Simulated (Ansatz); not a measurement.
# Be: molecular dynamics

Aim: ramp the temperature up and watch the lattice. Runs: 170 steps of 1 fs under a Langevin thermostat, set from 300 K to 2000 K by a schedule. The start is the crystal (hcp), its volume scaled by 1.1.

All numbers below are computed with Ansatz 0.2.0 (DFT PBE, plane waves, PAW, scalar-relativistic, no spin polarisation).

## (1) The system as given

The cell holds 36 atoms (Be36): a = 7.092 Å, b = 7.092 Å, c = 7.409 Å, α = 90.00°, β = 90.00°, γ = 120.00°.

The coordinates stand in the first input below.

## (2) The run

170 steps of 1 fs under a Langevin thermostat, set from 300 K to 2000 K by a schedule.

input.yaml

```yaml
crystal:
  lattice:
    - [7.091764, 0.0, 0.0]
    - [-3.545882, 6.141648, 0.0]
    - [0.0, 0.0, 7.40853]
  atoms:
    - { symbol: Be, position: [0.0, 0.0, 0.0] }
    - { symbol: Be, position: [0.1111111, 0.2222222, 0.25] }
    - { symbol: Be, position: [0.0, 0.0, 0.5] }
    - { symbol: Be, position: [0.1111111, 0.2222222, 0.75] }
    - { symbol: Be, position: [0.0, 0.3333333, 0.0] }
    - { symbol: Be, position: [0.1111111, 0.5555556, 0.25] }
    - { symbol: Be, position: [0.0, 0.3333333, 0.5] }
    - { symbol: Be, position: [0.1111111, 0.5555556, 0.75] }
    - { symbol: Be, position: [0.0, 0.6666667, 0.0] }
    - { symbol: Be, position: [0.1111111, 0.8888889, 0.25] }
    - { symbol: Be, position: [0.0, 0.6666667, 0.5] }
    - { symbol: Be, position: [0.1111111, 0.8888889, 0.75] }
    - { symbol: Be, position: [0.3333333, 0.0, 0.0] }
    - { symbol: Be, position: [0.4444444, 0.2222222, 0.25] }
    - { symbol: Be, position: [0.3333333, 0.0, 0.5] }
    - { symbol: Be, position: [0.4444444, 0.2222222, 0.75] }
    - { symbol: Be, position: [0.3333333, 0.3333333, 0.0] }
    - { symbol: Be, position: [0.4444444, 0.5555556, 0.25] }
    - { symbol: Be, position: [0.3333333, 0.3333333, 0.5] }
    - { symbol: Be, position: [0.4444444, 0.5555556, 0.75] }
    - { symbol: Be, position: [0.3333333, 0.6666667, 0.0] }
    - { symbol: Be, position: [0.4444444, 0.8888889, 0.25] }
    - { symbol: Be, position: [0.3333333, 0.6666667, 0.5] }
    - { symbol: Be, position: [0.4444444, 0.8888889, 0.75] }
    - { symbol: Be, position: [0.6666667, 0.0, 0.0] }
    - { symbol: Be, position: [0.7777778, 0.2222222, 0.25] }
    - { symbol: Be, position: [0.6666667, 0.0, 0.5] }
    - { symbol: Be, position: [0.7777778, 0.2222222, 0.75] }
    - { symbol: Be, position: [0.6666667, 0.3333333, 0.0] }
    - { symbol: Be, position: [0.7777778, 0.5555556, 0.25] }
    - { symbol: Be, position: [0.6666667, 0.3333333, 0.5] }
    - { symbol: Be, position: [0.7777778, 0.5555556, 0.75] }
    - { symbol: Be, position: [0.6666667, 0.6666667, 0.0] }
    - { symbol: Be, position: [0.7777778, 0.8888889, 0.25] }
    - { symbol: Be, position: [0.6666667, 0.6666667, 0.5] }
    - { symbol: Be, position: [0.7777778, 0.8888889, 0.75] }
basis:
  ecutwfc: 420.0
kpoints:
  mp_grid: { grid: [2, 2, 2] }
hamiltonian:
  xc: pbe
scf:
  occupations: { method: fermi_dirac, width: 0.17 }
  lower_state_search: "off"
md:
  timestep: 1
  n_steps: 170
  ensemble: nvt_langevin
  temperature: 300.0
  initial_velocities: maxwell_boltzmann
  seed: 304106
  friction: 0.02
  temperature_schedule: [{ n_steps: 170, end_temperature: 2000.0 }]
```

Launch:

```
> ansatz run input.yaml --threads 1 --pin off --max-ram 3072MiB --backend cpu --events-out ev --progress --plain --runs-dir out
```

The program printed, shortened:

```text
Warning: md: disabling space-group detection — thermal motion breaks the input geometry's symmetry, so no spatial operation reduces the k-mesh or symmetrises the density; time reversal is kept, so that k and −k are solved as one point where they differ and the mesh holds both, and exact [...]
Warning: RAYON_NUM_THREADS=1 ignored (pool sized by the plan → 1); use --threads N
band count auto-derived: 74 (N_el = 72.0; filled up to band 36; 72 by the electrons, moments and atoms)
[...]
Pseudopotentials: kind: paw
Pseudopotential: Be, paw, valence charge 2, recommended cutoff 420 eV (normal), Be.paw.azcp
Functional definition: PBE
[...]
Crystal: 36 atoms, lattice volume = 322.679 Å³
Basis set: ecut = 420 eV, 6295 PW (Γ), exchange–correlation on 96×96×100 points (8 copies of the dense FFT grid, shifted against one another)
Bands: 74, of which v1, the nominal top of the filled ones, is band 36 counted from 1 (35 counted from 0)
Symmetry: 1 space group operations
k-points: 8
[...]
SCF iter   1: F=—  HF=-3337.054678 eV  |F-HF|=—  |Δ(HF+E_count)|=         —  Δρ=9.55e-4  dr2=1.81e-3  ethr=1.77e-3  ⟨swp⟩=8.6  Hψ=3704  notcnv=0  defer=11
[...]
md step     0: t =     0.00 fs  T =   291.7 K (target 300.0 K)  F+E_penalty+E_count = -3337.05447681 eV  E_kin = 1.357230 eV  (6 SCF iters)
[...]
md step     6: t =     6.00 fs  T =   253.6 K (target 355.0 K)  F+E_penalty+E_count = -3336.76871355 eV  E_kin = 1.179942 eV  (5 SCF iters)
[...]
md step    12: t =    12.00 fs  T =   177.7 K (target 415.0 K)  F+E_penalty+E_count = -3336.17314324 eV  E_kin = 0.826900 eV  (5 SCF iters)
[...]
md step    18: t =    18.00 fs  T =   147.8 K (target 475.0 K)  F+E_penalty+E_count = -3335.71016904 eV  E_kin = 0.687537 eV  (5 SCF iters)
[...]
md step    22: t =    22.00 fs  T =   185.8 K (target 515.0 K)  F+E_penalty+E_count = -3335.59535498 eV  E_kin = 0.864641 eV  (5 SCF iters)
md step    23: t =    23.00 fs  T =   203.7 K (target 525.0 K)  F+E_penalty+E_count = -3335.60052480 eV  E_kin = 0.947694 eV  (5 SCF iters)
```

## (3) The output, continued: dynamics from the start

The log, continued, shortened:

```text
md step    24: t =    24.00 fs  T =   222.5 K (target 535.0 K)  F+E_penalty+E_count = -3335.61785000 eV  E_kin = 1.035376 eV  (5 SCF iters)
[...]
md step    43: t =    43.00 fs  T =   414.6 K (target 725.0 K)  F+E_penalty+E_count = -3335.56518549 eV  E_kin = 1.929397 eV  (5 SCF iters)
[...]
md step    62: t =    62.00 fs  T =   435.0 K (target 915.0 K)  F+E_penalty+E_count = -3334.58465877 eV  E_kin = 2.024290 eV  (5 SCF iters)
[...]
md step    81: t =    81.00 fs  T =   684.3 K (target 1105.0 K)  F+E_penalty+E_count = -3334.27934565 eV  E_kin = 3.184083 eV  (5 SCF iters)
[...]
md step    99: t =    99.00 fs  T =   957.5 K (target 1285.0 K)  F+E_penalty+E_count = -3333.69534149 eV  E_kin = 4.455619 eV  (5 SCF iters)
[...]
md step   100: t =   100.00 fs  T =  1043.1 K (target 1295.0 K)  F
[...]
E sigma→0 (E₀):  -3331.237660 eV
Entropy (-TS):   -0.500439 eV (-13.901 meV/atom)
Fermi energy:    6.610270 eV
[...]
--- Forces (eV/Å), atoms counted from 1 ---
  atom   1  Be    -0.47183709    -0.34826693     0.88850956
  atom   2  Be     0.73406310    -0.93388290    -0.52059142
  atom   3  Be    -0.46490989     0.86417899     0.53011434
  atom   4  Be    -0.33316196    -0.18065394     0.57388356
  atom   5  Be     0.47719086    -1.38156998     0.91551143
  atom   6  Be     0.84239668     2.37534776    -1.16785596
  atom   7  Be    -1.41834796    -0.48946717    -0.29438619
  atom   8  Be    -0.44920420    -0.74098613     1.25924195
[...]
--- MD trajectory: 170 steps, t = 0.0 → 170.0 fs ---
  final state: T = 1639.0 K   F+E_penalty+E_count = -3331.48787976 eV   E_kin = 7.626984 eV
```

It took 24 min on 1 thread of Arm Neoverse V1, shared host; peak memory 0.66 GiB.

## (4) What the atoms did

One step in 9; energies are changes from step 0; msd is the mean square displacement from the start, the centre of mass held:

```
time (fs)  T (K)  potential energy change (meV/atom)  msd Be (Å²)
      0.0    292                                 0.0        0.000
      9.0    205                                16.1        0.005
     18.0    148                                37.3        0.013
     27.0    296                                37.2        0.014
     36.0    380                                34.0        0.013
     45.0    417                                44.1        0.017
     54.0    373                                61.8        0.023
     63.0    411                                69.4        0.027
     72.0    571                                78.0        0.031
     81.0    684                                77.1        0.032
     90.0    735                                83.1        0.035
     99.0    958                                93.3        0.038
    108.0    810                               111.0        0.044
    117.0    904                               128.0        0.046
    126.0   1140                               124.8        0.045
    135.0   1289                               126.8        0.046
    144.0   1072                               145.4        0.054
    153.0   1055                               167.8        0.058
    162.0   1492                               155.5        0.057
    170.0   1639                               154.6        0.064
```

time (fs), T (K) and a bar:
```
      0.0        292 ###
      7.0        255 ##
     15.0        146 
     22.0        186 #
     30.0        347 ####
     37.0        398 #####
     44.0        405 #####
     52.0        373 #####
     59.0        407 #####
     67.0        538 ########
     74.0        564 ########
     81.0        684 ###########
     89.0        757 ############
     96.0        809 #############
    103.0        970 #################
    111.0        758 ############
    118.0        931 ################
    126.0       1140 ####################
    133.0       1279 #######################
    140.0       1203 #####################
    148.0       1027 ##################
    155.0       1037 ##################
    163.0       1460 ##########################
    170.0       1639 ##############################
```

Pair distribution over the second half of the run:

```
r (Å)  g Be–Be
 0.68     0.00
 0.84     0.00
 1.00     0.00
 1.16     0.00
 1.32     0.00
 1.48     0.00
 1.64     0.00
 1.80     0.01
 1.96     0.42
 2.12     2.17
 2.28     3.61
 2.44     2.60
 2.60     1.11
 2.76     0.26
 2.92     0.15
```

First peaks of g(r) (not always the tallest), and, where a minimum follows, the mean number of second-named atoms round a first-named one up to the next minimum:

```
 pair  peak (Å)  height  minimum (Å)  neighbours
Be–Be      2.28     3.6            -           -
```

Maxima of the velocity power spectrum (cm⁻¹, relative height; resolution about 390 cm⁻¹): 440 (100).

## (5) Frames from the trajectory

Extended XYZ, with forces in eV/Å:

```xyz
36
Lattice="7.092 0.000 0.000 -3.546 6.142 0.000 0.000 0.000 7.409" Properties=species:S:1:pos:R:3:forces:R:3 pbc="T T T" time_fs=57.0 T=386 dE=2.3635
Be   -0.004    0.114    0.046    0.086   -0.610   -0.198
Be    0.140    1.226    1.961   -0.760    0.890   -0.231
Be   -0.169   -0.031    3.903    0.998    0.160   -1.055
Be    0.104    1.439    5.633   -0.778   -0.481   -0.578
Be   -1.187    2.023    0.005   -0.065    0.200    0.294
Be   -1.233    3.534    1.940    0.188   -0.450   -1.168
Be   -1.185    2.017    3.677    0.339    0.307    0.361
Be   -1.214    3.245    5.476    0.146    0.881    0.505
Be   -2.490    4.230   -0.089    0.566   -0.830    0.685
Be   -2.405    5.535    1.957    0.110   -0.646   -0.453
Be   -2.200    4.062    3.687   -1.102    0.130    0.060
Be   -2.289    5.295    5.503   -0.231    0.789    0.267
Be    2.443   -0.035    0.065   -0.726    0.087   -0.334
Be    2.357    1.503    1.834    0.026   -0.762   -0.297
Be    2.334    0.054    3.754    0.070   -0.132   -0.096
Be    2.253    1.367    5.730    0.700   -0.419   -1.125
Be    1.113    2.081   -0.016    0.210   -0.047    0.438
Be    1.095    3.397    1.781    0.152    0.106    0.111
Be    1.410    1.989    3.620   -1.398    0.583    0.710
Be    1.246    3.255    5.472   -0.176    1.022   -0.132
Be   -0.019    4.126   -0.076   -0.007   -0.080    0.169
Be   -0.071    5.614    1.909    0.449   -0.519   -0.413
Be   -0.003    4.146    3.634    0.288   -0.259    0.204
Be    0.024    5.436    5.420   -0.250    0.204    0.645
Be    4.715    0.011   -0.015    0.009   -0.176   -0.031
Be    4.844    1.371    1.997   -0.320    0.171   -1.613
Be    4.729    0.130    3.605   -0.227   -1.023    0.884
Be    4.682    1.365    5.606    0.229   -0.366   -0.460
Be    3.556    1.894   -0.032    0.094    0.950    0.418
Be    3.409    3.506    1.765    0.885   -0.474   -0.157
Be    3.518    2.006    3.562    0.521    0.311    0.770
Be    3.560    3.354    5.420   -0.135    0.280    0.246
Be    2.394    4.041   -0.168   -0.418    0.043    0.483
Be    2.283    5.385    1.734    0.260    0.389    0.350
Be    2.378    4.127    3.512   -0.271   -0.169    0.866
Be    2.197    5.413    5.531    0.539   -0.059   -0.124
36
Lattice="7.092 0.000 0.000 -3.546 6.142 0.000 0.000 0.000 7.409" Properties=species:S:1:pos:R:3:forces:R:3 pbc="T T T" time_fs=113.0 T=755 dE=4.4199
Be    0.005   -0.012   -0.018    0.211    0.713    0.759
Be    0.192    1.173    1.956   -0.509    1.268   -0.287
Be    0.188   -0.083    3.755   -0.595    0.542   -0.184
Be    0.055    1.433    5.463   -0.478   -0.441    1.067
Be   -0.966    1.954    0.140   -0.572    0.508   -0.427
Be   -1.044    3.404    1.892   -0.076    0.596   -0.215
Be   -1.072    2.245    3.648   -0.342   -0.962    0.630
Be   -1.112    3.231    5.665    0.103    1.240   -0.188
Be   -2.304    4.382   -0.172    0.347   -1.265    1.174
Be   -2.341    5.398    1.895    0.418    0.536   -0.298
Be   -2.265    4.142    3.686    0.227   -0.179    0.458
Be   -2.537    5.678    5.668    1.956   -0.381   -0.930
Be    2.555    0.104   -0.061   -0.879    0.265    0.183
Be    2.344    1.309    1.796    0.614    0.116   -0.024
Be    2.573   -0.046    3.535   -1.018    0.403    1.090
Be    2.625    1.323    5.357   -1.682    0.195    1.061
Be    1.467    2.025   -0.012   -1.063    0.283   -0.188
Be    1.556    3.263    1.831   -0.930    0.669    0.473
Be    1.160    2.256    3.945    0.488   -0.478   -1.436
Be    1.330    3.561    5.646   -0.678   -0.267    0.301
Be    0.150    4.310    0.287    0.052   -1.148   -1.520
Be   -0.077    5.658    1.741    0.876   -0.374    1.286
Be    0.180    4.293    3.831   -0.470   -0.664   -0.324
Be    0.128    5.586    5.817    0.161   -0.973   -1.522
Be    4.823    0.098    0.136    0.058   -0.071   -0.208
Be    4.636    1.389    1.905    0.816    0.190   -0.082
Be    4.767    0.083    3.877   -0.035    0.192   -0.071
Be    4.560    1.495    5.699    2.345   -0.544   -0.775
Be    3.675    2.167   -0.031   -0.323   -0.080    0.946
Be    3.784    3.517    1.790   -0.628   -0.356    0.333
Be    3.502    1.989    3.606    0.256    0.954    0.131
Be    3.503    3.418    5.686    0.396    0.161   -1.018
Be    2.463    4.294   -0.010   -0.152   -0.803    0.640
Be    2.252    5.605    2.072    0.535   -0.685   -0.827
Be    2.318    4.097    3.787    0.915    0.197   -0.384
Be    2.473    5.427    5.545   -0.344    0.644    0.377
36
Lattice="7.092 0.000 0.000 -3.546 6.142 0.000 0.000 0.000 7.409" Properties=species:S:1:pos:R:3:forces:R:3 pbc="T T T" time_fs=170.0 T=1639 dE=5.5666
Be    0.200    0.135   -0.294   -0.472   -0.348    0.888
Be    0.005    1.610    1.870    0.734   -0.934   -0.521
Be    0.210   -0.026    3.491   -0.465    0.864    0.530
Be    0.278    1.517    5.459   -0.333   -0.181    0.574
Be   -1.244    2.267   -0.286    0.477   -1.382    0.915
Be   -1.361    3.181    2.158    0.842    2.375   -1.168
Be   -0.868    2.079    3.806   -1.418   -0.489   -0.294
Be   -0.994    3.597    5.418   -0.449   -0.741    1.259
Be   -2.219    4.037    0.197    0.054    0.909   -0.403
Be   -2.259    5.524    1.721   -0.239    0.267    0.797
Be   -2.154    4.337    3.768   -0.556   -0.767   -0.314
Be   -2.212    5.385    5.556    0.193    1.296   -0.071
Be    2.468    0.107    0.157    0.439   -0.393   -1.000
Be    2.626    1.382    1.910   -0.285   -0.132    0.378
Be    2.642    0.074    3.647   -0.485    0.148    0.413
Be    2.517    1.462    5.815   -0.301   -0.109   -1.541
Be    1.568    2.134    0.251   -0.747    0.091   -1.145
Be    1.258    3.419    1.843    0.298    0.528    0.037
Be    1.184    2.289    3.683    1.306   -1.005    0.054
Be    1.196    3.669    5.365    0.901   -0.670    0.984
Be    0.018    3.865   -0.013    0.846    0.711    0.144
Be   -0.067    5.074    1.865   -0.047    1.600   -0.250
Be   -0.022    4.105    3.753    0.852    0.725   -1.141
Be    0.057    5.538    5.646    0.228   -0.076   -0.561
Be    4.876    0.136   -0.221    0.161   -0.122    1.048
Be    4.940    1.491    1.875   -0.838   -1.585   -0.642
Be    5.011   -0.125    3.711   -1.358    0.728   -1.612
Be    4.879    1.335    5.486   -0.299    0.463   -0.625
Be    3.729    2.183   -0.063   -0.099   -0.544    0.876
Be    3.513    3.400    1.854    0.742    0.171   -0.397
Be    3.814    2.151    3.616   -0.088    0.087    0.656
Be    3.841    3.572    5.788   -0.536   -0.598   -1.369
Be    2.485    4.295    0.014   -0.156   -0.847   -1.143
Be    2.556    5.676    1.421    0.128    0.266    2.326
Be    2.629    4.177    3.532   -0.686    0.057    1.060
Be    2.353    5.532    5.339    1.655   -0.363    1.255
```

## (6) What came out

```
                             quantity                            value
                               length                170 steps of 1 fs
     temperature, first and last step                   292 and 1639 K
             temperature, second half  mean 1055 K, from 669 to 1710 K
        potential energy, second half     +127 meV/atom from the start
mean square displacement, second half                      Be 0.048 Å²
```

What this shows: Under a schedule from 300 to 2000 K over 170 fs, the atoms average 1386 K over the last tenth of the run. Such a rate, of order 10^16 K/s, is far beyond any furnace or quench, and the atoms lag the set-point. Counted from the crystal's sites, with the common drift removed, the atoms stand 0.24 Å away over the last tenth of the run (root mean square), 11 % of the neighbour distance: near the range, 10 to 20 % and a little above, in which crystals usually melt. Averages from a run of 170 fs with 36 atoms are rough.
